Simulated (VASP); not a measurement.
## Results of a VASP single-point calculation on MgTe (zincblende)

POSCAR

```
Mg Te
 1.0000000000000000
     0.0000000000000000    3.2331115457375992    3.2331115457375992
     3.2331115457375992    0.0000000000000000    3.2331115457375992
     3.2331115457375992    3.2331115457375992    0.0000000000000000
 Mg  Te
   1   1
Cartesian
  0.0000000000000000 -0.0000000000000000 -0.0000000000000000
  1.6165557728687996  1.6165557728687996  1.6165557728687996
```

| Property | Result |
| --- | --- |
| gap between bands v and c | 3.80 eV |
| least direct gap | 3.80 eV |

Band v is the last that the valence electrons fill when counted band by band, and c is the next. Levels in eV from the top of v:

```csv
point,v−1,v,c,c+1
Γ,0.00,0.00,3.80,7.07
X,-1.31,-1.31,4.23,5.02
W,-2.08,-1.59,6.05,7.33
K,-2.14,-1.06,4.89,6.80
L,-0.47,-0.47,4.68,7.11
```

Question: Which of these levels of theory gave these results?
A. PBE0
B. PBE with spin–orbit coupling
C. r²SCAN
D. PBEsol
E. HSE06
F. PBE
G. LDA

Answer: A.

The INCAR was:

```
GGA = PE
PRECFOCK = Fast
PREC = Accurate
SIGMA = 0.01
ISTART = 1
ISIF = 2
LREAL = .FALSE.
NSW = 0
LHFCALC = .TRUE.
LASPH = .TRUE.
AEXX = 0.25
IBRION = -1
EDIFF = 1E-7
ENCUT = 520
LCHARG = .FALSE.
LWAVE = .FALSE.
ALGO = Normal
NELM = 120
ISMEAR = 0
HFRCUT = -1
NBANDS = 11
```
